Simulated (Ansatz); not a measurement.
## Sn in Ansatz: the effect of functional

Sn:

```
CELL_PARAMETERS angstrom
-2.90040 2.90040 1.57769
2.90040 -2.90040 1.57769
2.90040 2.90040 -1.57769
ATOMIC_POSITIONS crystal
Sn 0.00000 0.00000 0.00000
Sn 0.75000 0.25000 0.50000
```

The cell isn't the ideal one: volume scaled by 0.96.

Alike in all runs:

* Program: Ansatz 0.2.0
* Task: single point
* Potentials or basis: Ansatz PAW
* k mesh: 9 × 9 × 9
* Occupations: fermi-dirac, width 0.05 eV
* Spin: no spin polarisation

```tsv
functional	cutoff	pressure (GPa)
LDA	420 eV (not typed: the program's choice for these potentials)	?
r2SCAN	500 eV (not typed: the program's choice for these potentials)	2.3
PBE	420 eV (not typed: the program's choice for these potentials)	3.8
```

Question: What does the run with functional LDA give?

Answer: Pressure -0.8 GPa.

Caveats: the PAW data sets come from PBE, with cores solved anew for the run's functional, which leaves a small shift of forces and pressure (some runs).
